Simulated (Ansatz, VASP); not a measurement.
# Two plane-wave programs on BN

Contents of INCAR:

```
SYSTEM = BN
ALGO = Normal
EDIFF = 1E-7
ENCUT = 520
GGA = PE
ISIF = 2
ISMEAR = 0
LASPH = .TRUE.
LCHARG = .FALSE.
LREAL = .FALSE.
LWAVE = .FALSE.
NBANDS = 16
NELM = 100
PREC = Accurate
SIGMA = 0.014
```

File KPOINTS:

```
k-points
0
G
  12 12 6
  0 0 0
```

Contents of POSCAR:

```
BN
1.0
    2.5539396017      0.0000000000      0.0000000000
   -1.2769698009      2.2117765748      0.0000000000
    0.0000000000      0.0000000000      4.2268550000
N B
2 2
Direct
    0.3333333333      0.6666666667      0.1252760000
    0.6666666667      0.3333333333      0.6252760000
    0.3333333333      0.6666666667      0.4997240000
    0.6666666667      0.3333333333      0.9997240000
```

The input input.yaml:

```yaml
crystal:
  lattice:
    - [2.5539396017, 0.0, 0.0]
    - [-1.2769698009, 2.2117765748, 0.0]
    - [0.0, 0.0, 4.226855]
  atoms:
    - { symbol: "N", position: [0.3333333333, 0.6666666667, 0.125276] }
    - { symbol: "N", position: [0.6666666667, 0.3333333333, 0.625276] }
    - { symbol: B, position: [0.3333333333, 0.6666666667, 0.499724] }
    - { symbol: B, position: [0.6666666667, 0.3333333333, 0.999724] }
hamiltonian:
  xc: pbe
  pseudopotentials: { kind: paw }
kpoints:
  mp_grid: { grid: [12, 12, 6] }
scf:
  occupations: { method: gaussian, width: 0.014 }
output:
  forces: true
  stress: true
  eigenvalues: true
  write_density: true
  write_potential: true
  elf: true
  volumetric_format: npy
```

Measurements of this composition are mostly on another form, of space group No. 194.

Alike in both runs: task single point; functional PBE; k mesh 12 × 12 × 6; occupations gaussian, width 0.014 eV; no spin polarisation.

|  | VASP | Ansatz |
| --- | --- | --- |
| version | VASP 6.6.1 | Ansatz 0.2.0 |
| potentials or method | VASP PAW PBE potentials, release 64 (N, B) | Ansatz PAW |
| plane-wave cutoff (eV) | 520 | 420 |
| valence electrons in the cell | 16 | 16 |

|  | VASP | Ansatz | Ansatz less VASP |
| --- | --- | --- | --- |
| gap on the k mesh at the Fermi level (eV) | 5.20 | 5.21 | +0.017 |
| least direct gap on the mesh (eV) | 8.23 | 8.24 | +0.007 |
| pressure (GPa) | 0.2 | 0.0 | -0.24 |
| largest component of the traceless stress (GPa) | 0.52 | 0.48 | -0.036 |
| rms of the force components (eV/Å) | 0.008 | 0.009 | +0.0012 |

Atom by atom the forces differ by 0.001 eV/Å (rms over components).

Caveats: the pressure holds a Pulay correction of +1.1 GPa for the finite cutoff (Ansatz). A k mesh can miss the band edges.
